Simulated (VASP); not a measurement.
Input of a VASP 6.6.1 run:

The input INCAR:

```
ALGO = Normal
EDIFF = 1E-7
EDIFFG = -0.005
ENCUT = 300
GGA = PE
IBRION = 2
ISIF = 3
ISMEAR = 0
LASPH = True
LCHARG = False
LREAL = False
LWAVE = False
NELM = 80
NSW = 90
PREC = Accurate
SIGMA = 0.03
```

File KPOINTS:

```
k-points
0
Gamma
  5 5 3
```

File POSCAR:

```
Se                                      
1.0
    4.5601458488      0.0000000000      0.0000000000
   -2.2800729244      3.9492021500     -0.0000000000
    0.0000000000     -0.0000000000      5.0337567478
  Se            
     3
Direct
     0.2171173422927703    0.0000000000000000    0.3333333332999970
     0.9999999999999999    0.2171173422927701    0.6666666667000030
     0.7828826577072299    0.7828826577072298    0.0000000000000000
```

Potentials or basis: VASP PAW PBE potentials, release 64 (Se).

Run with:

```sh
$ cat potpaw_PBE.64/Se/POTCAR > POTCAR
$ mpirun -np 1 vasp_std > vasp.out
```

Question: Estimate the relaxed volume.

Answer: 30.26 Å³/atom.

Question: What does it give for the relaxed cell?

Answer: a = 4.561 Å, b = 4.561 Å, c = 5.041 Å, α = 90.00°, β = 90.00°, γ = 120.00°.

Question: What does it give for the band gap on the k mesh?

Answer: 1.65 eV, indirect (least direct gap 1.79 eV).

Question: What does it give for the space group after relaxing (to 0.05 Å)?

Answer: P3_121 (No. 152).

Final structure:
```cif
data_structure
_symmetry_space_group_name_H-M 'P 1'
_symmetry_Int_Tables_number 1
_cell_length_a 4.5605
_cell_length_b 4.5605
_cell_length_c 5.0406
_cell_angle_alpha 90.000
_cell_angle_beta 90.000
_cell_angle_gamma 120.000
_cell_volume 90.79
loop_
_atom_site_label
_atom_site_type_symbol
_atom_site_fract_x
_atom_site_fract_y
_atom_site_fract_z
_atom_site_occupancy
Se1 Se 0.21677 0.00000 0.33333 1
Se2 Se 0.00000 0.21677 0.66667 1
Se3 Se 0.78323 0.78323 0.00000 1
```

Caveat: an odd mesh through Γ misses points on the zone boundary, where band edges often lie.
